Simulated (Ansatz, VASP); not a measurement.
# One calculation of HgTe, 3 ways

```
CELL_PARAMETERS angstrom
0.00000 3.21450 3.21450
3.21450 0.00000 3.21450
3.21450 3.21450 0.00000
ATOMIC_POSITIONS crystal
Hg 0.00000 0.00000 0.00000
Te 0.75000 0.75000 0.75000
```

Alike in all runs: task single point; functional PBE; k mesh 7 × 7 × 7; occupations gaussian, width 0.014 eV; no spin polarisation; no spin-orbit coupling. Pressure is positive in compression and, in plane waves, holds the error of the finite cutoff, which Ansatz's Pulay term estimates and takes out.

```
                        program and potentials  plane-wave cutoff (eV)                                                                      notes  pressure (GPa)
                            Ansatz, Ansatz PAW                     420  18 valence electrons an atom on average; Pulay term of +0.04 GPa included            4.56
Ansatz, all-electron LAPW, scalar-relativistic                       -                                                                          -            4.56
            VASP, PBE PAW files Hg, Te, 520 eV                     520                                     9 valence electrons an atom on average            4.64
```

The pressure spans 4.56 (Ansatz, Ansatz PAW) to 4.64 GPa (VASP, PBE PAW files Hg, Te, 520 eV), with all-electron results at 4.56.

Differences between rows come from potentials, basis sets and numerical settings, since the functional is the same but for its coding. Runs on potential files found faulty are left out.
